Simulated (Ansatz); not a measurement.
A plane-wave DFT run in Ansatz 0.2.0 (scalar-relativistic PAW potentials unless the input names others): input and command.

```yaml
crystal:
  lattice:
    - [0.0, 3.0869055, 3.1772055]
    - [3.1772055, 0.0, 3.1772055]
    - [3.1772055, 3.0869055, 0.0]
  atoms:
    - { symbol: Sn, position: [-0.0166112957, 0.0166112957, -0.0166112957] }
    - { symbol: Se, position: [0.5166112957, 0.4833887043, 0.5166112957] }
basis:
  ecutwfc: 420
kpoints:
  mp_grid: { grid: [10, 10, 10] }
hamiltonian:
  xc: pbe
  dispersion: d3bj
scf:
  occupations: { method: gaussian, width: 0.05 }
output:
  forces: true
  eigenvalues: true
  stress: true
```

```bash
ansatz run input.yaml --threads 1 --pin off --max-ram 1331MiB --backend cpu --events-out ev --progress --plain --runs-dir out
```

Abridged log:
```
Basis set: ecut = 420 eV, 1235 PW (Γ), exchange–correlation on 60×64×60 points (8 copies of the dense FFT grid, shifted against one another)
Bands: 19, of which v1, the nominal top of the filled ones, is band 15 counted from 1 (14 counted from 0)
Symmetry: 8 space group operations
k-points: 102 of 1000 (time reversal used)
SCF iter   1: F=—  HF=-11494.740785 eV  |F-HF|=—  |Δ(HF+E_count)|=         —  Δρ=7.22e-4  dr2=3.04e-4  ethr=1.77e-3  ⟨swp⟩=6.0  Hψ=9555  notcnv=0
SCF iter   2: F=—  HF=-11494.739846 eV  |F-HF|=—  |Δ(HF+E_count)|=   9.40e-4  Δρ=4.58e-4  dr2=8.51e-5  ethr=1.01e-6  ⟨swp⟩=2.7  Hψ=3947  notcnv=0
SCF iter   3: F=—  HF=-11494.739860 eV  |F-HF|=—  |Δ(HF+E_count)|=   1.37e-5  Δρ=1.96e-4  dr2=1.18e-5  ethr=2.84e-7  ⟨swp⟩=2.0  Hψ=2952  notcnv=0
SCF iter   4: F=—  HF=-11494.739882 eV  |F-HF|=—  |Δ(HF+E_count)|=   2.20e-5  Δρ=5.71e-5  dr2=3.16e-6  ethr=3.94e-8  ⟨swp⟩=2.0  Hψ=2958  notcnv=0
SCF iter   5: F=—  HF=-11494.739882 eV  |F-HF|=—  |Δ(HF+E_count)|=   2.42e-7  Δρ=2.57e-5  dr2=4.37e-7  ethr=1.05e-8  ⟨swp⟩=2.0  Hψ=2448  notcnv=0
SCF iter   6: F=-11494.739882 eV  HF=-11494.739882 eV  |F-HF|=1.46e-9  |Δ(HF+E_count)|=   5.80e-9  Δρ=4.34e-6  dr2=1.43e-8  ethr=3.33e-10  ⟨swp⟩=6.0  Hψ=8906  notcnv=0
WARN: dispersion: an atom stands within reach of a switch of its C6 between two reference coordination numbers of its element: through that C6 alone, e_disp changes by 0.025 eV or more while the distances to its neighbours run over a stretch of 0.05 Å that contains this geometry (sites counted from 0 in the run's list of atoms or, in a supercell that it derives, in that cell's: here a list of 2) — site 0 (Sn): coordination number 3.216 (about 2.84 to 3.59 with every neighbour 0.05 Å farther or nearer), switch near 3.419 between the references 2.926 (weight 0.83) and 3.912 (weight 0.17), e_disp ...
SCF 1 converged in 6 iterations: F = -11494.739882 eV  dr2 = 1.43e-8
SCF converged after 6 iterations
Free energy (F): -11494.739882 eV
Harris-Foulkes:  -11494.739882 eV  (|F-HF|=1.46e-9)
Internal energy: -11494.739882 eV  (E = F + TS)
E sigma→0 (E₀):  -11494.739882 eV
Fermi energy:    7.390411 eV
  E_disp       = -0.672259  (pairwise vdW)
--- Forces (eV/Å), atoms counted from 1 ---
  atom   1  Sn     0.00000000    -0.11222297     0.00000000
  atom   2  Se     0.00000000     0.11225287     0.00000000
--- Stress (GPa, compression-positive) ---
       -4.589074       0.000000       0.000000
        0.000000      -2.308880       0.000000
        0.000000       0.000000      -4.589074
  P = ⅓ Tr σ = -3.8290 GPa (-38.290 kbar)
```

Apart from outputs and empty bands, the input differs from a reference run on usual settings in hamiltonian.dispersion: not typed → "d3bj". The reference, at the same geometry (not necessarily relaxed), gave pressure -3.69 GPa, largest force 0.079 eV/Å, gap on the mesh 0.47 eV. This run converged in 6 SCF iterations (reference: 6) with an energy at zero smearing 336 meV/atom below the reference's (the Hamiltonian itself differs), pressure -3.83 GPa, largest force 0.112 eV/Å, gap on the mesh 0.47 eV.